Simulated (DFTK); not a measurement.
Crystal: BN.

```
N B
1.0
     2.55394    0.00000    0.00000
    -1.27697    2.21178    0.00000
     0.00000    0.00000    4.22685
N B
2 2
Direct
  0.33333 0.66667 0.12528
  0.66667 0.33333 0.62528
  0.33333 0.66667 0.49972
  0.66667 0.33333 0.99972
```

Measurements of this composition are mostly on another form, of space group No. 194.

Base run:

* Program: DFTK 0.8.2
* Functional: PBEsol
* Potentials or basis: dojo.nc.sr.pbesol.v0_4_1.standard.upf (PBEsol)
* Cutoff: 1143 eV
* k mesh: 12 × 12 × 6
* Occupations: fermi-dirac, width 0.05 eV
* Spin: no spin polarisation

Its results: band gap on the k mesh 5.04 eV, indirect (least direct gap 8.21 eV); pressure -5.3 GPa; largest force 0.009 eV/Å.

Question: The run is repeated on the same cell with these changes: functional from PBEsol to PBE; potentials or basis from dojo.nc.sr.pbesol.v0_4_1.standard.upf (PBEsol) to dojo.nc.sr.pbe.v0_4_1.standard.upf (PBE). What comes out?

Answer: Band gap on the k mesh 5.27 eV, indirect (least direct gap 8.29 eV); pressure -0.4 GPa; largest force 0.015 eV/Å.

A k mesh can miss the band edges.

Not every run made on this cell is shown here.
